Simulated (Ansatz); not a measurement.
# Dielectric response of CdS (110) films, part 3 of 3

Wanted: ε of zincblende CdS (110) by finite fields on slabs, and the band edges against the vacuum where run.

Ansatz 0.2.0; plane-wave DFT, PBEsol, Ansatz PAW.

So far, gap on the k-mesh (eV): step 2 (relaxation, 10 atoms, units 5) 1.54; step 15 (relaxation, 24 atoms, units 12) 1.23; step 17 (the relaxed film, single point, 24 atoms, units 12) 1.23; step 18 (atoms held, 24 atoms, units 12, field 0.05 V/Å) 1.16; step 19 (atoms held, 24 atoms, units 12, field -0.05 V/Å) 1.16.

### Step 21. Relaxing in the field, 24 atoms, units 12, field 0.05 V/Å

This step: plane-wave DFT, PBEsol, Ansatz PAW (Ansatz 0.2.0).

The same pair of relaxations in the field for this thickness.

File input.yaml:

```yaml
crystal:
  lattice:
    - [4.11536147, 0.0, 0.0]
    - [0.0, 5.82, 0.0]
    - [0.0, 0.0, 40.6344880658]
  atoms:
    - { symbol: Cd, position: [0.5, 0.5609365293, 0.2327895318] }
    - { symbol: S, position: [0.0, 0.7599804898, 0.217124844] }
    - { symbol: Cd, position: [0.0, -0.0090462598, 0.2690248149] }
    - { symbol: S, position: [0.5, 0.2413308404, 0.2728507504] }
    - { symbol: Cd, position: [0.5, 0.4942377014, 0.32374222] }
    - { symbol: S, position: [0.0, 0.7459015616, 0.3214509687] }
    - { symbol: Cd, position: [0.0, -0.0085866037, 0.372493539] }
    - { symbol: S, position: [0.5, 0.2420953136, 0.3737595565] }
    - { symbol: Cd, position: [0.5, 0.493445739, 0.4243363277] }
    - { symbol: S, position: [0.0, 0.7437009936, 0.4235916771] }
    - { symbol: Cd, position: [0.0, -0.0071675759, 0.4743384325] }
    - { symbol: S, position: [0.5, 0.2431721666, 0.4748944152] }
    - { symbol: Cd, position: [0.5, 0.492832377, 0.5256615762] }
    - { symbol: S, position: [0.0, 0.7431721212, 0.5251055701] }
    - { symbol: Cd, position: [0.0, -0.0065543871, 0.5756636791] }
    - { symbol: S, position: [0.5, 0.2437008736, 0.5764083117] }
    - { symbol: Cd, position: [0.5, 0.4914132225, 0.6275064649] }
    - { symbol: S, position: [0.0, 0.7420951447, 0.6262404379] }
    - { symbol: Cd, position: [0.0, -0.005762491, 0.6762577819] }
    - { symbol: S, position: [0.5, 0.2459013764, 0.6785490308] }
    - { symbol: Cd, position: [0.5, 0.4909535535, 0.7309751875] }
    - { symbol: S, position: [0.0, 0.7413306584, 0.7271492516] }
    - { symbol: Cd, position: [0.0, 0.0609363464, 0.7672104715] }
    - { symbol: S, position: [0.5, 0.2599803085, 0.782875159] }
kpoints:
  mp_grid: { grid: [6, 6, 1] }
hamiltonian:
  xc: pbesol
scf:
  occupations: { method: fixed }
  convergence: { dr2_threshold: 1.0e-10 }
efield:
  axis: 3
  dipole_correction: true
  ramp_position: 0.97
  ramp_width: 0.06
  amplitude: 0.05
relax:
  f_tol: 0.0006
  max_steps: 70
output:
  write_potential: true
  write_density: true
  volumetric_format: npy
```

Launch:

```sh
$ ansatz run input.yaml --threads 4 --pin off --max-ram 12288MiB --backend cpu --events-out ev --progress --plain --runs-dir out
```

It took 6.6 min on 4 threads of Arm Neoverse V1, shared host; peak memory 4.2 GiB.

Relaxation path:

```
step  energy less that of the first step (eV)  largest force component (eV/Å)
   1                                   0.0000                          0.0189
   2                                  -0.0002                          0.0022
   3                                  -0.0002                          0.0004
   4                                  -0.0002                          0.0005
```

The run keeps the 2 symmetry operations that it works with, so distortions that break them were not tested.

Final coordinates:

```xyz
24
Lattice="4.1154 0.0000 0.0000 0.0000 5.8200 0.0000 0.0000 0.0000 40.6345" Properties=species:S:1:pos:R:3
Cd    2.0577    3.2703    9.4623
S     0.0000    4.4276    8.8217
Cd    0.0000   -0.0484   10.9327
S     2.0577    1.4086   11.0863
Cd    2.0577    2.8798   13.1564
S     0.0000    4.3446   13.0604
Cd    0.0000   -0.0479   15.1374
S     2.0577    1.4112   15.1863
Cd    2.0577    2.8731   17.2440
S     0.0000    4.3296   17.2111
Cd    0.0000   -0.0414   19.2759
S     2.0577    1.4156   19.2956
Cd    2.0577    2.8678   21.3611
S     0.0000    4.3247   21.3360
Cd    0.0000   -0.0397   23.3932
S     2.0577    1.4169   23.4202
Cd    2.0577    2.8578   25.4992
S     0.0000    4.3168   25.4456
Cd    0.0000   -0.0367   27.4812
S     2.0577    1.4281   27.5704
Cd    2.0577    2.8533   29.7035
S     0.0000    4.3105   29.5461
Cd    0.0000    0.3494   31.1775
S     2.0577    1.5086   31.8098
```

The relaxation took 4 steps and lowered the energy by 2.4e-4 eV; the largest force on the free atoms ends at 5.1e-4 eV/Å.

The dipole is 0.149 e·Å, and the gap on the mesh 1.193 eV.

### Step 22. Relaxing in the field, 24 atoms, units 12, field -0.05 V/Å

input.yaml, as its differences from that of step 21:

```diff
@@ -42,3 +42,3 @@
   ramp_width: 0.06
-  amplitude: 0.05
+  amplitude: -0.05
 relax:
```

Wall time 6.9 min (4 threads); peak memory 4.2 GiB; 27 min of CPU time.

The steps of the relaxation:

```
step  energy less that of the first step (eV)  largest force component (eV/Å)
   1                                   0.0000                          0.0189
   2                                  -0.0002                          0.0022
   3                                  -0.0002                          0.0004
   4                                  -0.0002                          0.0005
```

Forces are held to the 2 operations that the run works with; a distortion that breaks them can't arise in this run.

Final coordinates:

```xyz
24
Lattice="4.1154 0.0000 0.0000 0.0000 5.8200 0.0000 0.0000 0.0000 40.6345" Properties=species:S:1:pos:R:3
Cd    2.0577    3.2594    9.4570
S     0.0000    4.4186    8.8246
Cd    0.0000   -0.0567   10.9310
S     2.0577    1.4005   11.0884
Cd    2.0577    2.8732   13.1533
S     0.0000    4.3381   13.0641
Cd    0.0000   -0.0522   15.1353
S     2.0577    1.4068   15.1889
Cd    2.0577    2.8703   17.2413
S     0.0000    4.3269   17.2142
Cd    0.0000   -0.0422   19.2734
S     2.0577    1.4147   19.2985
Cd    2.0577    2.8686   21.3586
S     0.0000    4.3256   21.3389
Cd    0.0000   -0.0369   23.3905
S     2.0577    1.4196   23.4234
Cd    2.0577    2.8621   25.4971
S     0.0000    4.3212   25.4482
Cd    0.0000   -0.0302   27.4781
S     2.0577    1.4346   27.5741
Cd    2.0577    2.8616   29.7018
S     0.0000    4.3186   29.5482
Cd    0.0000    0.3603   31.1722
S     2.0577    1.5176   31.8128
```

The relaxation took 4 steps and lowered the energy by 2.4e-4 eV; the largest force on the free atoms ends at 5.1e-4 eV/Å.

The dipole is -0.149 e·Å, and the gap on the mesh 1.193 eV.

### Step 23. Response with the atoms relaxed, 24 atoms, units 12

This step: plane-wave DFT, PBEsol, Ansatz PAW; response to a field along the normal, atoms relaxed (Ansatz 0.2.0).

This step gave:

| Item | Value |
| --- | --- |
| equivalent conductor thickness p/(ε₀AE) | 22.55 Å |
| inner field over outer field | 0.1015 |
| local ε in the middle | 9.850 |

Local field over the applied field, running mean. From the potentials at -0.05 and 0.05 V/Å; running mean over 2.058 Å, taken twice. The local field over applied field by z:

```csv
z (Å),local field over applied field
4,0.999
6,0.952
8,0.560
10,0.00337
12,0.159
14,0.0799
16,0.111
18,0.0897
20,0.103
22,0.0926
24,0.104
26,0.0891
28,0.124
30,0.0569
32,0.326
34,0.879
36,0.998
```

The induced dipole is that of a conductor 22.55 Å thick.

### Step 24. Electronic ε from the series

This step: plane-wave DFT, PBEsol, Ansatz PAW; permittivity from the thickness series, atoms held (Ansatz 0.2.0).

Each added layer adds t(1 − 1/ε) to the dipole term, so the slope against thickness gives ε without a choice of where the film ends.

Numbers from this step:

- slope: 0.8434
- intercept of the fit: 1.700 Å
- ε of the interior: 6.387

Table of equivalent conductor thickness by distance between the outer atoms:

```
distance between the outer atoms (Å)  equivalent conductor thickness (Å)
                                8.54                                8.91
                               14.75                                14.1
                               22.99                                21.1
```

By hand, from the thinnest and the thickest film: slope = (21.096 − 8.915) / (22.989 − 8.545) = 0.843, so ε = 1/(1 − 0.843) = 6.38.

### Step 25. Static ε from the series

This step: plane-wave DFT, PBEsol, Ansatz PAW; permittivity from the thickness series, atoms relaxed (Ansatz 0.2.0).

The same fit for the relaxed films. The nearer its slope lies to 1, the more ε hangs on small errors.

Numbers from this step:

```
slope                : 0.9000
intercept of the fit : 1.859 Å
ε of the interior    : 9.996
```

Equivalent conductor thickness against distance between the outer atoms:

| distance between the outer atoms (Å) | equivalent conductor thickness (Å) |
| --- | --- |
| 8.54 | 9.55 |
| 22.99 | 22.5 |

By hand, from the thinnest and the thickest film: slope = (22.547 − 9.548) / (22.988 − 8.544) = 0.900, so ε = 1/(1 − 0.900) = 10.00. One nm of such a film has the capacitance of 3.9/10.00 = 0.39 nm of SiO₂ (its equivalent oxide thickness).

### Step 26. Varying the input

This step: plane-wave DFT, PBEsol, Ansatz PAW (Ansatz 0.2.0).

System of this step: CdS (110), 5 units. The cell holds 10 atoms: 5 Cd and 5 S. Cell: a = 4.115 Å, b = 5.820 Å, c = 26.231 Å, α = 90.0°, β = 90.0°, γ = 90.0°. It derives from CdS (zincblende CdS). Vacuum lies along c.

A run with a changed input: it repeats the earlier run at 0.05 V/Å, 5 units with scf.occupations.method from fixed to gaussian and scf.occupations.width to 0.01.

File input.yaml:

```yaml
crystal:
  lattice:
    - [4.11536147, 0.0, 0.0]
    - [0.0, 5.82, 0.0]
    - [0.0, 0.0, 26.230722933]
  atoms:
    - { symbol: Cd, position: [0.5, 0.5515053542, 0.3603099812] }
    - { symbol: S, position: [0.0, 0.7523892407, 0.3371175403] }
    - { symbol: Cd, position: [0.0, -0.0212596983, 0.4183465361] }
    - { symbol: S, position: [0.5, 0.2307645537, 0.4220544883] }
    - { symbol: Cd, position: [0.5, 0.4845623672, 0.4999999998] }
    - { symbol: S, position: [0.0, 0.7386387106, 0.5000000005] }
    - { symbol: Cd, position: [0.0, -0.0212596942, 0.5816534625] }
    - { symbol: S, position: [0.5, 0.230764558, 0.5779455132] }
    - { symbol: Cd, position: [0.5, 0.5515053615, 0.6396900184] }
    - { symbol: S, position: [0.0, 0.7523892467, 0.6628824597] }
kpoints:
  mp_grid: { grid: [6, 6, 1] }
hamiltonian:
  xc: pbesol
scf:
  occupations: { method: gaussian, width: 0.01 }
  convergence: { dr2_threshold: 1.0e-10 }
efield:
  axis: 3
  dipole_correction: true
  ramp_position: 0.97
  ramp_width: 0.06
  amplitude: 0.05
output:
  write_potential: true
  write_density: true
  volumetric_format: npy
```

It took 34 s on 4 threads; peak memory 1.7 GiB.

Numbers from this step:

```yaml
gap_on_the_k_mesh: 1.540 eV
dipole_along_the_normal: 0.05900 e·Å
```

```
                     quantity  this run  earlier run  difference
dipole along the normal (e·Å)   0.05900      0.05900      4.1e-7
       gap on the k-mesh (eV)     1.540        1.540      1.2e-7
```

Nothing in the table moves by 0.01 in its unit (for the dipole 0.5 % and 5e-5 e·Å).

### Step 27. Results

| Quantity | Value |
| --- | --- |
| electronic ε from the thickness series | 6.39 |
| static ε from the thickness series | 10.00 |
| local electronic ε, middle of 12 units | 6.43 |

In words: The films give an electronic ε of 6.39 and a static ε of 10.00. The slope of the series and the field inside the thickest film give 6.39 and 6.43, in agreement. Ions raise ε from 6.39 to 10.00. The static value rests on two thicknesses alone. The in-plane lattice constants are held at typed bulk values. Semilocal functionals tend to overestimate the electronic ε a little.

[Logs are printed without paths, hosts, clocks, repeated set-up lines and the standing remarks that a program may print on its own settings, such as how far it seeks lower states.]

[Hosts, paths, dates, database ids (printed as entryN), source tags and the programs' standing remarks are cut or masked in the printed files.]

[Maps of the electrostatic potential energy from Ansatz leave out the sawtooth potential of an applied field or a dipole correction, so their vacuum need not be flat; planar profiles and work functions include it.]
